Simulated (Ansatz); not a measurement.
# TiAl3: zone-centre modes

Computed with Ansatz, DFT r2SCAN, scalar-relativistic, plane waves, PAW. Cutoff 500 eV, Γ-centred 12×12×6 k-points, Gaussian smearing of 0.15 eV. No spin polarisation.

Zero of the scan (relaxed at this level; this form isn't the usual structure):

```yaml
crystal:
  lattice:
    - [3.95567, 0.00000, 0.00000]
    - [0.00000, 3.95567, 0.00000]
    - [0.00000, 0.00000, 7.91134]
  atoms:
    - { symbol: Ti, position: [0.00000, 0.00000, 0.00000] }
    - { symbol: Ti, position: [0.00000, 0.00000, 0.50000] }
    - { symbol: Al, position: [0.50000, 0.50000, 0.00000] }
    - { symbol: Al, position: [0.50000, 0.50000, 0.50000] }
    - { symbol: Al, position: [0.50000, 0.00000, 0.25000] }
    - { symbol: Al, position: [0.50000, 0.00000, 0.75000] }
    - { symbol: Al, position: [0.00000, 0.50000, 0.25000] }
    - { symbol: Al, position: [0.00000, 0.50000, 0.75000] }
```

Harmonic modes by finite displacements of 0.02 Å, without the LO–TO term. The cell doubles the primitive one, so its zone centre also holds the primitive cell's point q = (0, 0, 1/2).

(1) At this geometry, is the structure stable against these modes?

(2) List the wavenumbers in cm⁻¹.

## Answers

(1) Yes: no mode is imaginary beyond 10 cm⁻¹, and only the three translations lie near zero.

(2) 0, 0, 0, 188, 188, 196, 206, 206, 268, 272, 272, 272, 290, 290, 290, 294, 305, 312, 312, 322, 322, 360, 360, 360.

Cost: 1 run of about 7.8 core-minutes, on Intel Xeon Platinum 8488C (Sapphire Rapids) (shared hosts).